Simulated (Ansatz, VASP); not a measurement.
Os in VASP and in Ansatz

File INCAR:

```
PREC = Accurate
ENCUT = 520
EDIFF = 1E-7
ISMEAR = 0
SIGMA = 0.15
LREAL = F
LASPH = T
NELM = 80
ALGO = Normal
ISIF = 2
LWAVE = F
LCHARG = F
GGA = PS
NBANDS = 10
```

The input KPOINTS:

```
Automatic mesh
0
Gamma
  20 20 20
```

POSCAR

```
Os
1.0
    0.0000000000      1.9450000000      1.9450000000
    1.8963750000      0.0000000000      1.9450000000
    1.8963750000      1.9450000000      0.0000000000
Os
1
Direct
    0.0000000000      0.0000000000      0.0000000000
```

Input for Ansatz:

```yaml
crystal:
  lattice:
    - [0.0, 1.945, 1.945]
    - [1.896375, 0.0, 1.945]
    - [1.896375, 1.945, 0.0]
  atoms:
    - { symbol: Os, position: [0.0, 0.0, 0.0] }
basis:
  ecutwfc: 420
kpoints:
  mp_grid: { grid: [20, 20, 20] }
hamiltonian:
  xc: pbesol
scf:
  occupations: { method: gaussian, width: 0.15 }
output:
  forces: true
  stress: true
  eigenvalues: true
```

Change from the starting cell: strain -0.0250 x Voigt [1, 0, 0, 0, 0, 0], atoms carried along.

Alike in both runs: task single point; functional PBEsol; k mesh 20 × 20 × 20; occupations gaussian, width 0.15 eV; no spin polarisation.

```csv
,VASP,Ansatz
version,VASP 6.6.1,Ansatz 0.2.0
potentials or method,"VASP PAW PBE potentials, release 64 (Os)","scalar-relativistic, plane waves, PAW"
plane-wave cutoff (eV),520,420
valence electrons in the cell,8,16
```

Ansatz gave:

- gap on the k mesh at the Fermi level (eV): none
- pressure (GPa): -11.2
- largest component of the traceless stress (GPa): 5.45

Task: Which values does VASP return?

Result: gap on the k mesh at the Fermi level (eV): none; pressure (GPa): -11.0; largest component of the traceless stress (GPa): 5.44.

A gap of «none» marks a metal or a gap that the smearing closes. With one functional, cell and mesh, what is left measures potentials, basis and numerics. The two sets of potentials don't hold the same shells in valence.

Caveats: the PAW data sets were made with another functional, which shifts forces and pressure a little (VASP). The runs have no spin-orbit coupling, so splittings on Os are missing.
